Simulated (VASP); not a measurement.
# Cu2O (Cuprite) (Pn-3m) in VASP: notebook

The runs below take Cu2O (Cuprite) through relaxation of cell and atoms, with PBE, LDA.

Everything below comes from runs of VASP 6.6.1. Logs are shortened: lines on timing, memory, paths and dates and some standing lists are left out, and cuts for length are marked.

## (1) The structure

Symmetry: Pn-3m, No. 224, cubic system. Conventional cell: a = 4.260 Å, b = 4.260 Å, c = 4.260 Å, α = 90.00°, β = 90.00°, γ = 90.00°. Cu (site symmetry -3m) is surrounded by 2 O at 1.84 Å. O (site symmetry -43m) has 4 Cu at 1.84 Å as nearest neighbours.

## (2) Relaxation of cell and atoms, PBE

Contents of INCAR:

```
SYSTEM = Cu2O
PREC = Accurate
ENCUT = 600
EDIFF = 1E-6
ISMEAR = 0
SIGMA = 0.03
LREAL = .FALSE.
LASPH = .TRUE.
NELM = 80
ALGO = Normal
ISIF = 3
LWAVE = .FALSE.
LCHARG = .FALSE.
GGA = PE
IBRION = 2
NSW = 90
EDIFFG = -0.01
KPAR = 2
```

Contents of KPOINTS:

```
Automatic mesh
0
G
  6 6 6
  0 0 0
```

Contents of POSCAR:

```
Cu2O
1.0
    4.2600000000      0.0000000000      0.0000000000
    0.0000000000      4.2600000000      0.0000000000
    0.0000000000      0.0000000000      4.2600000000
Cu O
4 2
Direct
    0.2500000000      0.2500000000      0.2500000000
    0.2500000000      0.7500000000      0.7500000000
    0.7500000000      0.7500000000      0.2500000000
    0.7500000000      0.2500000000      0.7500000000
    0.0000000000      0.0000000000      0.0000000000
    0.5000000000      0.5000000000      0.5000000000
```

Potentials or basis: VASP PAW PBE potentials, release 64 (Cu, O).

Launch:

```
$ cat potpaw_PBE.64/Cu/POTCAR potpaw_PBE.64/O/POTCAR > POTCAR
$ mpirun -np 2 vasp_std > vasp.out
```

OUTCAR:

```text
SYSTEM = Cu2O
   PREC = Accurate
   ENCUT = 600
   EDIFF = 1E-6
   ISMEAR = 0
   LREAL = .FALSE.
   LASPH = .TRUE.
   NELM = 80
   ISIF = 3
   GGA = PE
   IBRION = 2
   NSW = 90
   EDIFFG = -0.01

 ion  position               nearest neighbor table
   1  0.250  0.250  0.250-   5 1.84   6 1.84
   2  0.250  0.750  0.750-   5 1.84   6 1.84
   3  0.750  0.750  0.250-   5 1.84   6 1.84
   4  0.750  0.250  0.750-   5 1.84   6 1.84
   5  0.000  0.000  0.000-   1 1.84   2 1.84   3 1.84   4 1.84
   6  0.500  0.500  0.500-   1 1.84   2 1.84   3 1.84   4 1.84

  LATTYP: Found a simple cubic cell.
 ALAT       =     4.2600000000

  Lattice vectors:

 A1 = (   4.2600000000,   0.0000000000,   0.0000000000)
 A2 = (   0.0000000000,   4.2600000000,   0.0000000000)
 A3 = (   0.0000000000,   0.0000000000,   4.2600000000)

Analysis of symmetry for initial positions (statically):
=====================================================================
 Subroutine PRICEL returns:
 Original cell was already a primitive cell.

 Routine SETGRP: Setting up the symmetry group for a
 simple cubic supercell.

 Subroutine GETGRP returns: Found 48 space group operations
 (whereof 24 operations were pure point group operations)
 out of a pool of 48 trial point group operations.

The static configuration has the point symmetry T_d .
 The point group associated with its full space group is O_h .

Analysis of symmetry for dynamics (positions and initial velocities):
=====================================================================
 Subroutine PRICEL returns:
 Original cell was already a primitive cell.

 Routine SETGRP: Setting up the symmetry group for a
 simple cubic supercell.

 Subroutine GETGRP returns: Found 48 space group operations
 (whereof 24 operations were pure point group operations)
 out of a pool of 48 trial point group operations.

The dynamic configuration has the point symmetry T_d .
 The point group associated with its full space group is O_h .

 Subroutine INISYM returns: Found 48 space group operations
 (whereof 24 operations are pure point group operations),
 and found     1 'primitive' translations

----------------------------------------------------------------------------------------

                                     Primitive cell

  volume of cell :      77.3088

  direct lattice vectors                    reciprocal lattice vectors
     4.260000000  0.000000000  0.000000000     0.234741784  0.000000000  0.000000000
     0.000000000  4.260000000  0.000000000     0.000000000  0.234741784  0.000000000
     0.000000000  0.000000000  4.260000000     0.000000000  0.000000000  0.234741784

  length of vectors
     4.260000000  4.260000000  4.260000000     0.234741784  0.234741784  0.234741784

  position of ions in fractional coordinates (direct lattice)
     0.250000000  0.250000000  0.250000000
     0.250000000  0.750000000  0.750000000
     0.750000000  0.750000000  0.250000000
     0.750000000  0.250000000  0.750000000
     0.000000000  0.000000000  0.000000000
     0.500000000  0.500000000  0.500000000

  ion indices of the primitive-cell ions
   primitive index   ion index
                 1           1
                 2           2
                 3           3
                 4           4
                 5           5
                 6           6

----------------------------------------------------------------------------------------

 KPOINTS: Automatic mesh

Automatic generation of k-mesh.
 Grid dimensions read from file:
 generate k-points for:    6    6    6

 Generating k-lattice:

  Cartesian coordinates                     Fractional coordinates (reciprocal lattice)
     0.039123631  0.000000000  0.000000000     0.166666667  0.000000000  0.000000000
     0.000000000  0.039123631  0.000000000     0.000000000  0.166666667  0.000000000
     0.000000000  0.000000000  0.039123631     0.000000000  0.000000000  0.166666667

  Length of vectors
     0.039123631  0.039123631  0.039123631

  Shift w.r.t. Gamma in fractional coordinates (k-lattice)
     0.000000000  0.000000000  0.000000000

 Subroutine IBZKPT returns following result:
 ===========================================

 Found     20 irreducible k-points:

 Following reciprocal coordinates:
            Coordinates               Weight
  0.000000  0.000000  0.000000      1.000000
  0.166667  0.000000  0.000000      6.000000
  0.333333  0.000000  0.000000      6.000000
  0.500000  0.000000  0.000000      3.000000
  0.166667  0.166667  0.000000     12.000000
  0.333333  0.166667  0.000000     24.000000
[... 12 lines left out ...]
  0.500000  0.500000  0.333333      6.000000
  0.500000  0.500000  0.500000      1.000000
   k-points           NKPTS =     20   k-points in BZ     NKDIM =     20   number of bands    NBANDS=     33
   number of dos      NEDOS =    301   number of ions     NIONS =      6
   total plane-waves  NPLWV =  46656
   dimension x,y,z NGX =    36 NGY =   36 NGZ =   36
   dimension x,y,z NGXF=    72 NGYF=   72 NGZF=   72
   ions per type =               4   2
   NGX,Y,Z   is equivalent  to a cutoff of  14.05, 14.05, 14.05 a.u.
   NGXF,Y,Z  is equivalent  to a cutoff of  28.10, 28.10, 28.10 a.u.
 SYSTEM =  Cu2O
   PREC   = accura    normal or accurate (medium, high low for compatibility)
   ISTART =      0    job   : 0-new  1-cont  2-samecut
   ICHARG =      2    charge: 1-file 2-atom 10-const
   ISPIN  =      1    spin polarized calculation?
   LNONCOLLINEAR =      F non collinear calculations
   LSORBIT =      F    spin-orbit coupling
   LASPH  =      T    aspherical Exc in radial PAW
   ENCUT  =  600.0 eV  44.10 Ry    6.64 a.u.   8.51  8.51  8.51*2*pi/ulx,y,z
   NELM   =     80;   NELMIN=  2; NELMDL= -5     # of ELM steps
   EDIFF  = 0.1E-05   stopping-criterion for ELM
   LREAL  =      F    real-space projection
   EDIFFG = -.1E-01   stopping-criterion for IOM
   NSW    =     90    number of steps for IOM
   IBRION =      2    ionic relax: 0-MD 1-quasi-New 2-CG
   NFREE  =      1    steps in history (QN), initial steepest desc. (CG)
   ISIF   =      3    stress and relaxation
   ISYM   =      2    0-nonsym 1-usesym 2-fastsym
   POTIM  = 0.5000    time-step for ionic-motion
   TEBEG  =    0.0;   TEEND  =   0.0 temperature during run
   PSTRESS=    0.0 pullay stress
   NELECT =      56.0000    total number of electrons
   NUPDOWN=      -1.0000    fix difference up-down
   EMIN   =  10.00;   EMAX   =-10.00  energy-range for DOS
   EFERMI =   0.00;   METHOD = LEGACY
   ISMEAR =     0;   SIGMA  =   0.03  broadening in eV -4-tet -1-fermi 0-gaus
   EFERMI_NEDOS =   21; number of points for ismear=-14 and -15
   IALGO  =     38    algorithm
   IMIX   =      4    mixing-type and parameters
     AMIX     =   0.40;   BMIX     =  1.00
     AMIX_MAG =   1.60;   BMIX_MAG =  1.00
  volume/ion in A,a.u.               =      12.88        86.95
  Fermi-wavevector in a.u.,A,eV,Ry     =   1.470261  2.778391 29.411289  2.161669
  Thomas-Fermi vector in A             =   2.585540
   LORBIT       =      0    0 simple, 1 ext, 2 COOP (PROOUT), +10 PAW based schemes
   GGA     = PE    functional components
   LHFCALC =     F    Hartree Fock is set to
   AEXX    =    0.0000 exact exchange contribution
   IVDW    =     0    specifies the selected vdW correction
   LEPSILON=     F    determine dielectric tensor
   LRPA    =     F    only Hartree local field effects (RPA)
 conjugate gradient relaxation of ions
 non-spin polarized calculation
 Gauss-broadening in eV      SIGMA  =   0.03
  energy-cutoff  :      600.00
  volume of cell :       77.31
 maximum number of plane-waves:      2601
 NGX is ok and might be reduce to    36
   NGX = 17   NGY = 17   NGZ = 17

--------------------------------------- Ionic step        1  -------------------------------------------

 number of electron      55.9999977 magnetization

 Free energy of the ion-electron system (eV)
  ---------------------------------------------------
  ext. energy  EPLUGINS =         0.00000000
  ---------------------------------------------------
  free energy    TOTEN  =       -27.25852781 eV

  energy without entropy =      -27.25852781  energy(sigma->0) =      -27.25852781

 E-fermi :   4.9692     XC(G=0): -11.0458

 val. band max:        4.7738501757   @ k =   0.0000   0.0000   0.0000
 cond. band min:       5.3125762876   @ k =   0.0000   0.0000   0.0000
 fundamental gap:      0.5387261119
 Fermi energy:         4.9691951077

 k-point     1 :       0.0000    0.0000    0.0000
  band No.  band energies     occupation
      1     -15.3872      2.00000
      2     -14.6491      2.00000
      3      -2.4742      2.00000
      4      -2.4742      2.00000
      5      -2.4742      2.00000
      6      -0.0898      2.00000
[... 771 lines left out ...]
 POSITION                                       TOTAL-FORCE (eV/Angst)
 -----------------------------------------------------------------------------------
      1.08182      1.08182      1.08182        -0.000000     -0.000000      0.000000
      1.08182      3.24547      3.24547        -0.000000     -0.000000     -0.000000
      3.24547      3.24547      1.08182         0.000000      0.000000      0.000000
      3.24547      1.08182      3.24547         0.000000     -0.000000     -0.000000
     -0.00000      4.32729      4.32729        -0.000000      0.000000     -0.000000
      2.16365      2.16365      2.16365         0.000000      0.000000      0.000000
 -----------------------------------------------------------------------------------
    total drift:                                0.000000      0.000000      0.000000

  FREE ENERGIE OF THE ION-ELECTRON SYSTEM (eV)
  ---------------------------------------------------
  free  energy   TOTEN  =       -27.2849719316 eV

  energy  without entropy=      -27.2849719316  energy(sigma->0) =      -27.28497193

--------------------------------------- Ionic step        3  -------------------------------------------

 number of electron      55.9999965 magnetization

 Free energy of the ion-electron system (eV)
  ---------------------------------------------------
  ext. energy  EPLUGINS =         0.00000000
  ---------------------------------------------------
  free energy    TOTEN  =       -27.29002327 eV

  energy without entropy =      -27.29002327  energy(sigma->0) =      -27.29002327

 E-fermi :   4.5340     XC(G=0): -10.8684

 val. band max:        4.4087263403   @ k =   0.0000   0.0000   0.0000
 cond. band min:       4.8758552226   @ k =   0.0000   0.0000   0.0000
 fundamental gap:      0.4671288823
 Fermi energy:         4.5339587397

 k-point     1 :       0.0000    0.0000    0.0000
  band No.  band energies     occupation
      1     -15.4823      2.00000
      2     -14.8058      2.00000
      3      -2.5582      2.00000
      4      -2.5582      2.00000
      5      -2.5582      2.00000
      6      -0.2498      2.00000
[... 731 lines left out ...]
 POSITION                                       TOTAL-FORCE (eV/Angst)
 -----------------------------------------------------------------------------------
      1.07678      1.07678      1.07678        -0.000000      0.000000      0.000000
      1.07678      3.23035      3.23035         0.000000      0.000000     -0.000000
      3.23035      3.23035      1.07678         0.000000     -0.000000     -0.000000
      3.23035      1.07678      3.23035        -0.000000     -0.000000      0.000000
      0.00000      0.00000      0.00000        -0.000000     -0.000000     -0.000000
      2.15356      2.15356      2.15356        -0.000000     -0.000000     -0.000000
 -----------------------------------------------------------------------------------
    total drift:                                0.000000      0.000000      0.000000

  FREE ENERGIE OF THE ION-ELECTRON SYSTEM (eV)
  ---------------------------------------------------
  free  energy   TOTEN  =       -27.2900232655 eV

  energy  without entropy=      -27.2900232655  energy(sigma->0) =      -27.29002327

 reached required accuracy - stopping structural energy minimisation
```

Run time: 36 s. Hardware: 2 MPI ranks of Intel Xeon 6975P-C (Granite Rapids), shared host; peak memory 0.23 GiB.

What came out:

| Quantity | Value |
| --- | --- |
| Free energy | -27.2900 eV |
| Relaxed volume | 13.32 Å³/atom |
| Relaxed cell | a = 4.307 Å, b = 4.307 Å, c = 4.307 Å, α = 90.00°, β = 90.00°, γ = 90.00° |
| Space group after relaxing (to 0.05 Å) | Pn-3m (No. 224) |
| Energy gained by relaxing | 5.2 meV/atom |
| Ionic steps | 3 |
| Pressure after relaxing | 0.1 GPa |
| Band gap on the k mesh | 0.47 eV, direct |

Step by step:
| step | energy change (eV) | largest force (eV/Å) | pressure (GPa) | volume (Å³) |
| --- | --- | --- | --- | --- |
| 1 | 0.0000 | 0.0000 | 4.07 | 77.31 |
| 2 | -0.0264 | 0.0000 | -1.52 | 81.03 |
| 3 | -0.0315 | 0.0000 | 0.07 | 79.90 |

Final structure:
```
Cu O
1.0
     4.30713    0.00000    0.00000
     0.00000    4.30713    0.00000
     0.00000    0.00000    4.30713
Cu O
4 2
Cartesian
  1.0768 1.0768 1.0768
  1.0768 3.2303 3.2303
  3.2303 3.2303 1.0768
  3.2303 1.0768 3.2303
  0.0000 0.0000 0.0000
  2.1536 2.1536 2.1536
```

A k mesh can miss the band edges. PBE usually gives volumes a little too large and moduli too small.

## (3) Relaxation of cell and atoms, PBE

This run uses another cell than the first one, of 13.32 Å³/atom, 1.034 times its volume.

Changes to INCAR since step 2:

```diff
@@ -3,3 +3,3 @@
 ENCUT = 600
-EDIFF = 1E-6
+EDIFF = 1E-7
 ISMEAR = 0
@@ -16,3 +16,3 @@
 NSW = 90
-EDIFFG = -0.01
+EDIFFG = -0.005
 KPAR = 2
```

KPOINTS is that of step 2.

Contents of POSCAR:

```
Cu2O                                    
1.0
    4.3071284838      0.0000000000      0.0000000000
   -0.0000000000      4.3071284838      0.0000000000
   -0.0000000000     -0.0000000000      4.3071284838
  Cu              O             
     4     2
Direct
     0.2500000000000000    0.2500000000000000    0.2500000000000000
     0.2500000000000000    0.7500000000000000    0.7500000000000000
     0.7500000000000000    0.7500000000000000    0.2500000000000000
     0.7500000000000000    0.2500000000000000    0.7500000000000000
     0.0000000000000000    0.0000000000000000    0.0000000000000000
     0.5000000000000000    0.5000000000000000    0.5000000000000000
```

Potentials or basis: VASP PAW PBE potentials, release 64 (Cu, O).

Launch:

```
$ cat potpaw_PBE.64/Cu/POTCAR potpaw_PBE.64/O/POTCAR > POTCAR
$ mpirun -np 2 vasp_std > vasp.out
```

It took 17 s on 2 MPI ranks of Intel Xeon 6975P-C (Granite Rapids), shared host; peak memory 0.22 GiB.

It converged, with:

| Quantity | Value |
| --- | --- |
| Free energy | -27.2930 eV |
| Pressure after relaxing | 0.0 GPa |
| Band gap on the k mesh | 0.47 eV, direct |

Final structure:
```
Cu O
1.0
     4.30713    0.00000    0.00000
     0.00000    4.30713    0.00000
     0.00000    0.00000    4.30713
Cu O
4 2
Direct
  0.25000 0.25000 0.25000
  0.25000 0.75000 0.75000
  0.75000 0.75000 0.25000
  0.75000 0.25000 0.75000
  0.00000 0.00000 0.00000
  0.50000 0.50000 0.50000
```

Levels at points of the mesh, in eV from the valence-band top:
```
           k point  band 25  band 26  band 27  band 28  band 29  band 30  band 31  band 32
(0.00, 0.00, 0.00)    -1.50     0.00     0.00     0.00     0.47     1.36     1.36     7.75
(0.50, 0.00, 0.00)    -1.14    -1.14    -0.37    -0.37     2.19     2.19     4.26     4.26
(0.50, 0.50, 0.00)    -1.15    -1.15    -0.62    -0.62     1.91     1.91     3.79     3.79
(0.50, 0.50, 0.50)    -0.96    -0.54    -0.54    -0.54     2.51     2.51     2.51     4.78
```

Caveat: the relaxation stopped at its first step, so nothing moved.

(Continued in part 2 of 2.)
